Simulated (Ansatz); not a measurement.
Results of HSE06-D3(BJ) (Ansatz, a quantum-chemistry and plane-wave program, plane waves, PAW) for zinc-blende AlSb.

Run with plane-wave cutoff 460 eV, 8×8×8 k mesh, Fermi–Dirac smearing 0.01 eV, scalar-relativistic PAW data made under PBE.

The cell is scaled about its equilibrium volume:

```
V (Å³/atom)  P (GPa)  direct gap at Γ (eV)  smallest gap on the k mesh (eV)
-----------  -------  --------------------  -------------------------------
26.732          3.58                 3.094                            1.609
27.435          1.67                 2.859                            1.663
27.925          0.49                 2.701                            1.698
28.842         -1.46                 2.416                            1.759
29.323         -2.36                 2.272                            1.789
```

The fundamental gap (1.70 eV at the equilibrium volume, with added k points) lies elsewhere than Γ–Γ.

Measured, for comparison: band gap 1.73 eV (zero-point renormalisation of 35 meV (experimental, the table's column) added back here, indirect; inputs from Miglio et al. (2020), arXiv:2011.12765).

Spin–orbit coupling is not included; with these elements it can move the gap by several tenths of an eV or more.
